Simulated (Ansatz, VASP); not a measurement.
## CdSe (Cadmoselite) in two plane-wave programs

Aim: how closely do two programs agree when they are given the same cell, functional and k mesh?

Main program and level: Ansatz 0.2.0; plane waves, with VASP 6.6.1 beside it; band structure at r2SCAN0 and band structure at r2SCANh with an exact-exchange share of 0.1.

## (1) Starting point

The structure is hexagonal, space group P6_3mc (No. 186). The conventional cell has a = 4.299 Å, b = 4.299 Å, c = 7.010 Å, α = 90.00°, β = 90.00°, γ = 120.00°. Nearest to Cd lie 4 Se at 2.63 to 2.64 Å. Nearest to Se lie 4 Cd at 2.63 to 2.64 Å. Farther neighbours and most contacts between anions are not listed.

## (2) Ansatz: band structure, r2SCAN0

Ansatz runs on its default PAW (the set named soft_2) files.

The same path points are solved in both programs, so levels can be compared one by one.

Input file input.yaml:

```yaml
crystal:
  lattice:
    - [4.299, 0.0, 0.0]
    - [-2.1495, 3.7230432109, 0.0]
    - [0.0, 0.0, 7.01]
  atoms:
    - { symbol: Cd, position: [0.3333333333, 0.6666666667, 0.0] }
    - { symbol: Cd, position: [0.6666666667, 0.3333333333, 0.5] }
    - { symbol: Se, position: [0.3333333333, 0.6666666667, 0.37679] }
    - { symbol: Se, position: [0.6666666667, 0.3333333333, 0.87679] }
hamiltonian:
  xc: r2scan0
  pseudopotentials: { kind: paw }
kpoints:
  mp_grid: { grid: [4, 4, 2] }
  band_path:
    path:
      - [0.0, 0.0, 0.0]
      - [0.4, 0.0, 0.0]
      - [0.4, 0.2, 0.0]
      - [0.2, 0.2, 0.0]
      - [0.0, 0.0, 0.1]
      - [0.0, 0.0, 0.5]
      - [0.4, 0.0, 0.5]
      - [0.4, 0.2, 0.5]
      - [0.2, 0.2, 0.5]
      - [0.5, 0.0, 0.4]
      - [0.33333, 0.33333, 0.0]
      - [0.33333, 0.33333, 0.5]
    npoints: 1
scf:
  occupations: { method: gaussian, width: 0.02 }
  n_extra_bands: 8
output:
  forces: true
  stress: true
  eigenvalues: true
  write_density: true
  write_potential: true
  elf: true
  volumetric_format: npy
```

On the command line:

```console
> ansatz run input.yaml --threads 4 --pin off --max-ram 9216MiB --backend cpu --events-out ev --progress --plain --runs-dir out
```

Numbers of over 12 decimals in the logs are rounded to 6 here.

Output:

```text
Warning: output.stress: scf.convergence.dr2_threshold = 1e-7 eV (the SCF's general default) is looser than the 4e-10 eV advised for a printed stress (1e-10 eV for each atom of the cell: 4). What an SCF threshold leaves in a stress goes as its square root, and in the free energy as the threshold itself, and one threshold admits the most on a small cell: [figures from the program's tests cut] Set scf.convergence.dr2_threshold to 4e-10 eV or tighter. The threshold is an SCF's pass mark: one that does not reach it within its budget of iterations ends unconverged, or closes short of it on a stop that the run arms, and scf.convergence.dr2_threshold's page says what that costs each kind of run
Warning: output.stress: scf.exx.energy_threshold = 1e-6 eV is looser than the 4e-8 eV advised for a stress under a hybrid functional (1e-8 eV for each atom of the cell: 4). Every SCF of the exchange loop can meet its threshold on dr2 while the loop round them stops early: no threshold on dr2 bounds what that leaves in the stress. Set scf.exx.energy_threshold to 4e-8 eV or tighter. The threshold is the loop's pass mark: a loop that does not reach it within its budget of cycles ends unconverged, and scf.exx.energy_threshold's page has the law
scf.n_extra_bands = 8 over 36 filled bands (N_el = 72.0): the run solves 44 bands
Engine: ansatz 0.2.0, x86_64-unknown-linux-gnu
Pseudopotentials: kind: paw
Pseudopotential: Cd, paw, valence charge 20, recommended cutoff 500 eV (meta_gga), Cd.paw.azcp
Pseudopotential: Se, paw, valence charge 16, recommended cutoff 500 eV (meta_gga), Se.paw.azcp
Functional definition: r2SCAN0
  parameter a = 0.25
  parameter k0 = 0.174
  parameter k1 = 0.065
  parameter a1 = 4.9479
  exchange = (1 - a)*r2scan_x(k0 = k0, k1 = k1, a1 = a1) + a*exact_x
  correlation = r2scan_c
Crystal: 4 atoms, lattice volume = 112.198 Å³
Basis set: ecut = 500 eV, 2851 PW (Γ), exchange–correlation on 128×128×216 points (64 copies of the dense FFT grid, shifted against one another)
Bands: 44, of which v1, the nominal top of the filled ones, is band 36 counted from 1 (35 counted from 0)
Symmetry: 12 space group operations
Space group: P63mc (ITA 186), of the structure as read, at distance tolerance 4.8e-5 Å
k-points: 8 of 32
Non-local potential: Cd, projectors of the file, l = 0: 3, l = 1: 2, l = 2: 2, l = 3: 1
Non-local potential: Se, projectors of the file, l = 0: 2, l = 1: 2, l = 2: 3, l = 3: 1
PAW form: soft (Blöchl's): semilocal exchange-correlation on the pseudo side does not see the compensation charge
PAW frozen core: Cd, regenerated for the run's functional, and the local potential with it (the file was generated under x = pbe(κ = 0.804, μ = 0.219515), c = pbe(β = 0.066725))
PAW frozen core: Se, regenerated for the run's functional, and the local potential with it (the file was generated under x = pbe(κ = 0.804, μ = 0.219515), c = pbe(β = 0.066725))
PAW one-centre angular grid: Cd, 590 points (default); XC on 160 Gauss nodes
PAW one-centre angular grid: Se, 590 points (default); XC on 160 Gauss nodes
Initial density: superposition of atomic densities (neutral atoms: chi_scale 0, normalization atom), corrected by the library's trained network
Initial wavefunctions: pseudopotential atomic-orbital guess
Functional: x = r2scan, c = r2scan; τ floored in thin density (d = 2e-4 eV/Å³), warm-up for x = 0.75 r2scan + 0.25 exact, c = r2scan; τ floored in thin density (d = 2e-4 eV/Å³)
SCF iter   1: F=—  HF=-27495.593329 eV  |F-HF|=—  |Δ(HF+E_count)|=         —  Δρ=5.32e-3  dr2=2.02e-2  dr2_τ=3.25e-2  ethr=1.77e-3  ⟨swp⟩=7.6  Hψ=1442  notcnv=0
preconditioner: auto → none  [insulator: Δε(μ)=1.178 eV  Ē_g=12.843 eV  σ=0.020 eV  W_gap=1.00  n_scr=34 (ndim 8)  ℏωp=21.0 eV  f_vac=0.201  D(μ)=0.00/eV (n_scr^D=0)]
SCF iter   2: F=—  HF=-27495.610598 eV  |F-HF|=—  |Δ(HF+E_count)|=   1.73e-2  Δρ=2.59e-3  dr2=2.89e-3  dr2_τ=8.37e-4  ethr=2.80e-5  ⟨swp⟩=4.6  Hψ=947  notcnv=0  defer=1
SCF iter   3: F=—  HF=-27495.612331 eV  |F-HF|=—  |Δ(HF+E_count)|=   1.73e-3  Δρ=8.54e-4  dr2=4.30e-4  dr2_τ=5.42e-5  ethr=4.01e-6  ⟨swp⟩=3.2  Hψ=718  notcnv=0  defer=1
iter 4 solved again at ethr=8.83e-9 eV; its pass at ethr=5.98e-7 eV (dr2=6.36e-6 eV) is discarded
SCF iter   4: F=-27495.612525 eV  HF=-27495.612528 eV  |F-HF|=2.69e-6  |Δ(HF+E_count)|=   1.97e-4  Δρ=1.01e-4  dr2=7.42e-6  dr2_τ=5.32e-7  ethr=8.83e-9  ⟨swp⟩=4.0  Hψ=1676  notcnv=0
SCF 1 stopped early in 4 iterations: F = -27495.612525 eV  dr2 = 7.42e-6
  greatest PAW one-centre occupation: 1.002 electrons in one spin orbital (limit 2), on the Cd atom at site 1 (counted from 0), in its partial waves of l = 1
Initial density: handed on by an earlier stage of this run
Initial wavefunctions: those handed on with the density
Functional: x = 0.75 r2scan + 0.25 exact, c = r2scan; τ floored in thin density (d = 2e-4 eV/Å³)
Frozen-core exchange: fock
SCF iter   1: F=—  HF=-27493.895053 eV  |F-HF|=—  |Δ(HF+E_count)|=         —  Δρ=3.47e-3  dr2=8.93e-3  dr2_τ=1.66e-3  ethr=1.03e-7  ⟨swp⟩=7.0  Hψ=1759  notcnv=0
preconditioner: auto → none  [insulator: Δε(μ)=2.515 eV  Ē_g=15.259 eV  σ=0.020 eV  W_gap=1.00  n_scr=34 (ndim 8)  ℏωp=21.0 eV  f_vac=0.200  D(μ)=0.00/eV (n_scr^D=0)]
SCF iter   2: F=—  HF=-27493.890912 eV  |F-HF|=—  |Δ(HF+E_count)|=   4.14e-3  Δρ=1.03e-3  dr2=1.69e-3  dr2_τ=1.16e-5  ethr=1.03e-7  ⟨swp⟩=4.0  Hψ=1222  notcnv=0
SCF iter   3: F=—  HF=-27493.901505 eV  |F-HF|=—  |Δ(HF+E_count)|=   1.06e-2  Δρ=7.29e-4  dr2=3.81e-4  dr2_τ=6.73e-6  ethr=1.03e-7  ⟨swp⟩=4.0  Hψ=1273  notcnv=0
SCF iter   4: F=—  HF=-27493.901467 eV  |F-HF|=—  |Δ(HF+E_count)|=   3.83e-5  Δρ=1.37e-4  dr2=5.56e-5  dr2_τ=9.73e-7  ethr=1.03e-7  ⟨swp⟩=4.0  Hψ=1011  notcnv=0
SCF iter   5: F=—  HF=-27493.901732 eV  |F-HF|=—  |Δ(HF+E_count)|=   2.65e-4  Δρ=1.44e-4  dr2=1.97e-5  dr2_τ=1.35e-7  ethr=1.44e-8  ⟨swp⟩=4.1  Hψ=1010  notcnv=0
SCF iter   6: F=-27493.901728 eV  HF=-27493.901728 eV  |F-HF|=4.04e-8  |Δ(HF+E_count)|=   4.09e-6  Δρ=1.89e-5  dr2=1.60e-6  dr2_τ=1.75e-8  ethr=1.44e-8  ⟨swp⟩=3.0  Hψ=852  notcnv=0
SCF 2 stopped early in 6 iterations: F = -27493.901728 eV  dr2 = 1.60e-6
  Residual-converged pass: ⟨swp⟩=3.0  Hψ=829  notcnv=0  max |occ|·‖R‖ = 5.7e-6 eV (tolerance 6.7e-6 eV)  dr2=1.60e-6  dr2_τ=1.76e-8  dr2_onsite=3.63e-8  max |Δocc| = 0.0e0
hybrid outer 1: dexx = +1.246e-2 eV, tail = 5.57e-5 eV
Frozen-core exchange: fock
SCF iter   1: F=—  HF=-27493.902074 eV  |F-HF|=—  |Δ(HF+E_count)|=         —  Δρ=4.35e-5  dr2=8.11e-7  dr2_τ=5.48e-7  ethr=3.87e-7  ⟨swp⟩=4.2  Hψ=781  notcnv=0
preconditioner: auto → none  [insulator: Δε(μ)=2.577 eV  Ē_g=15.228 eV  σ=0.020 eV  W_gap=1.00  n_scr=34 (ndim 8)  ℏωp=21.0 eV  f_vac=0.201  D(μ)=0.00/eV (n_scr^D=0)]
SCF iter   2: F=—  HF=-27493.902075 eV  |F-HF|=—  |Δ(HF+E_count)|=   1.32e-6  Δρ=1.40e-5  dr2=2.32e-7  dr2_τ=1.92e-8  ethr=9.58e-10  ⟨swp⟩=4.0  Hψ=1190  notcnv=0
SCF iter   3: F=—  HF=-27493.902076 eV  |F-HF|=—  |Δ(HF+E_count)|=   6.33e-7  Δρ=6.03e-6  dr2=2.43e-8  dr2_τ=3.31e-9  ethr=1.49e-10  ⟨swp⟩=3.2  Hψ=965  notcnv=0  defer=1
SCF iter   4: F=—  HF=-27493.902076 eV  |F-HF|=—  |Δ(HF+E_count)|=   2.46e-8  Δρ=2.54e-6  dr2=8.70e-9  dr2_τ=5.83e-10  ethr=2.70e-11  ⟨swp⟩=3.4  Hψ=887  notcnv=0  defer=1
SCF iter   5: F=-27493.902076 eV  HF=-27493.902076 eV  |F-HF|=4.37e-10  |Δ(HF+E_count)|=  8.08e-10  Δρ=8.28e-7  dr2=6.11e-10  dr2_τ=5.49e-11  ethr=8.94e-12  ⟨swp⟩=3.0  Hψ=689  notcnv=0
SCF 3 converged in 5 iterations: F = -27493.902076 eV  dr2 = 6.11e-10
  Residual-converged pass: ⟨swp⟩=3.0  Hψ=807  notcnv=0  max |occ|·‖R‖ = 5.2e-7 eV (tolerance 6.3e-7 eV)  dr2=5.96e-10  dr2_τ=5.08e-11  dr2_onsite=2.94e-10  max |Δocc| = 0.0e0
hybrid outer 2: dexx = +1.016e-6 eV, tail = 4.65e-8 eV, Δε = 1.96e-3 eV (about 7.68e-5 eV left of the loop's levels), ΔF = 1.35e-3 eV/Å (tail 7.33e-4)
NSCF: frozen V_eff on 12 k-points
hybrid SCF converged: 2 outer / 11 inner (+4 warm-up), last move |dexx| = 1.02e-6 eV, tail = 4.65e-8 eV
Stability not checked: this state was not tested for a lower state beside it, because the functional holds exact exchange (a hybrid, or Hartree-Fock), whose exchange loop this test does not read (fock_operator; see scf.lower_state_search)
Free energy (F): -27493.902076 eV
Frozen-core exchange: fock
Harris-Foulkes:  -27493.902076 eV  (|F-HF|=4.37e-10)
Internal energy: -27493.902076 eV  (E = F + TS)
E sigma→0 (E₀):  -27493.902076 eV
Fermi energy:    7.683645 eV
--- Per-component energies (eV) ---
  E_band       = -2070.075115
  E_kinetic    = 1251.029857
  E_local      = -12775.741338  (includes V_loc(G=0)·N_el)
  E_nonlocal   = -1122.730819
  E_hartree    = 6084.748748
  E_xc         = -413.220377
  E_vxc        = -536.215918  (∫ρ·V_xc dr)
  E_exx        = -343.599514  (= α·E_x^exact, valence–valence)
  E_paw        = -11837.072651  (= ΣΔE_a)
  E_vpaw       = -399.127586  (= ΣTr[D̂ρ^β])
  E_aug_tail   = -0.000413  (compensation charges beyond the density's cutoff)
  E_vtau       = 30.409810  (kinetic-family band-sum trace: ∫τ·v_τ [+ j·A + Jᵃ·Aᵃ] dr)
  E_ewald      = -8330.869200
  E_core_change = -6.446369  (= ΣΔE_core)
  E_smearing   = -0.000000  (= −TS)
  E_closure    = -0.000001  (closes the sum)
  Σ components = -27493.902076   (vs F -27493.902076, Δ=-3.64e-12)
--- Forces (eV/Å), atoms counted from 1 ---
  atom   1  Cd     0.00000000    -0.00000000     0.04152770
  atom   2  Cd     0.00000000     0.00000000     0.04152770
  atom   3  Se    -0.00000000    -0.00000000    -0.04153817
  atom   4  Se     0.00000000     0.00000000    -0.04153817
  max |Σ_I F_I| component: 2.09e-5 eV/Å
--- Stress (GPa, compression-positive) ---
        1.168110       0.000000      -0.000000
        0.000000       1.168110       0.000000
        0.000000       0.000000       0.701041
  P = ⅓ Tr σ = 1.0124 GPa (10.124 kbar)
--- Band table (eV; the first three rows and the last of 8) ---
  k-point 0: bands = [... 32 lower, 5.5576, 6.3557, 6.3950, 6.3950, 8.9722, 10.5515, 14.3451, 14.3451, ... 4 higher]
  k-point 1: bands = [... 32 lower, 5.9574, 5.9574, 5.9574, 5.9574, 10.7267, 10.7267, 14.2601, 14.2601, ... 4 higher]
  k-point 2: bands = [... 32 lower, 4.1774, 4.8977, 5.8524, 5.9702, 10.9265, 11.8415, 13.5073, 14.3233, ... 4 higher]
  k-point 7: bands = [... 32 lower, 4.1371, 4.1371, 5.0974, 5.0974, 12.1049, 12.1049, 13.9228, 13.9228, ... 4 higher]
```

Run time: 2.7 min. Hardware: 4 threads of AMD EPYC 7571, shared host; peak memory 1.7 GiB.

The column dr2 measures how far the density is from self-consistency, as an energy; F and HF (Harris–Foulkes) agree once it is small.

(Part 1 of 2 ends here.)

[Lines on the potential files, build, host, timing and source positions are cut from VASP's logs without a mark.]

[Logs are printed without paths, hosts, clocks, repeated set-up lines and the standing remarks that a program may print on its own settings, such as how far it seeks lower states.]

[Hosts, paths, dates, database ids (printed as entryN), source tags and the programs' standing remarks are cut or masked in the printed files.]
